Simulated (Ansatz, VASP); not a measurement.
## One calculation of Pt, two programs

```xyz
1
Lattice="-0.0294 1.9579 1.9579 1.9579 -0.0294 1.9579 1.9285 1.9285 0.0000" Properties=species:S:1:pos:R:3 pbc="T T T"
Pt    0.0000    0.0000    0.0000
```

Change from the starting cell: strain -0.0300 x Voigt [0, 0, 0, 0, 0, 1], atoms carried along.

Alike in both runs: task single point; functional LDA; k mesh 20 × 20 × 20; occupations gaussian, width 0.15 eV; no spin polarisation.

|  | VASP | Ansatz |
| --- | --- | --- |
| version | VASP 6.6.1 | Ansatz 0.2.0 |
| potentials or method | VASP PAW LDA potentials, release 64 (Pt) | scalar-relativistic, plane waves, PAW |
| plane-wave cutoff (eV) | 520 | 420 |
| valence electrons in the cell | 10 | 18 |

|  | VASP | Ansatz | Ansatz less VASP |
| --- | --- | --- | --- |
| gap on the k mesh at the Fermi level (eV) | none | none | - |
| pressure (GPa) | -3.9 | -4.6 | -0.73 |
| largest component of the traceless stress (GPa) | 2.38 | 2.28 | -0.096 |

A gap of «none» marks a metal or a gap that the smearing closes. The two sets of potentials don't hold the same shells in valence.

The runs have no spin-orbit coupling, so splittings on Pt are missing.
